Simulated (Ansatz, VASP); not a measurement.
## One calculation of InP, two programs

POSCAR

```
InP
1.0
    0.0000000000      2.9519763900      2.9519763900
    2.9519763900      0.0000000000      2.9519763900
    2.9519763900      2.9519763900      0.0000000000
In P
1 1
Direct
    0.0000000000      0.0000000000      0.0000000000
    0.7500000000      0.7500000000      0.7500000000
```

INCAR.step1

```
PREC = Accurate ; ENCUT = 520
ISMEAR = 0 ; SIGMA = 0.1
LREAL = F ; LASPH = T
NELM = 100 ; NBANDS = 16
GGA = PE ; ALGO = Normal
EDIFF = 1E-4 ; LWAVE = T
LCHARG = F
```

File INCAR.step2:

```
PREC = Accurate ; ENCUT = 520
EDIFF = 1E-6 ; ISMEAR = 0
SIGMA = 0.1 ; LREAL = F
LASPH = T ; NELM = 100
ALGO = Normal ; ISIF = 2
LWAVE = F ; LCHARG = F
METAGGA = R2SCAN ; LMIXTAU = T
NBANDS = 16 ; ISTART = 1
```

Contents of KPOINTS:

```
Automatic mesh
0
Gamma
  6 6 6
```

Input for Ansatz:

```yaml
crystal:
  lattice:
    - [0.0, 2.95197639, 2.95197639]
    - [2.95197639, 0.0, 2.95197639]
    - [2.95197639, 2.95197639, 0.0]
  atoms:
    - { symbol: In, position: [0.0, 0.0, 0.0] }
    - { symbol: P, position: [0.75, 0.75, 0.75] }
basis:
  ecutwfc: 500
kpoints:
  mp_grid: { grid: [6, 6, 6] }
hamiltonian:
  xc: r2scan
scf:
  occupations: { method: gaussian, width: 0.1 }
output:
  forces: true
  stress: true
  eigenvalues: true
```

The cell is a database's computed one.

Alike in both runs: task single point; functional r2SCAN; k mesh 6 × 6 × 6; occupations gaussian, width 0.1 eV; no spin polarisation.

|  | VASP | Ansatz |
| --- | --- | --- |
| version | VASP 6.6.1 | Ansatz 0.2.0 |
| potentials or method | VASP PAW PBE potentials, release 64 (In_d, P) | scalar-relativistic, plane waves, PAW |
| plane-wave cutoff (eV) | 520 | 500 |
| valence electrons in the cell | 18 | 18 |

VASP gave:

```
gap on the k mesh at the Fermi level (eV) : 1.04
least direct gap on the mesh (eV)         : 1.04
pressure (GPa)                            : 0.0
```

Problem. What did Ansatz give for the same quantities?

Solution. gap on the k mesh at the Fermi level (eV): 1.04; least direct gap on the mesh (eV): 1.04; pressure (GPa): 0.1.

Caveats: the PAW data sets were made with another functional, which shifts forces and pressure a little (VASP); spin-orbit coupling is left out, which moves the levels of the heavy elements. r2SCAN opens gaps a little over a GGA but as a rule still falls short of measured ones.
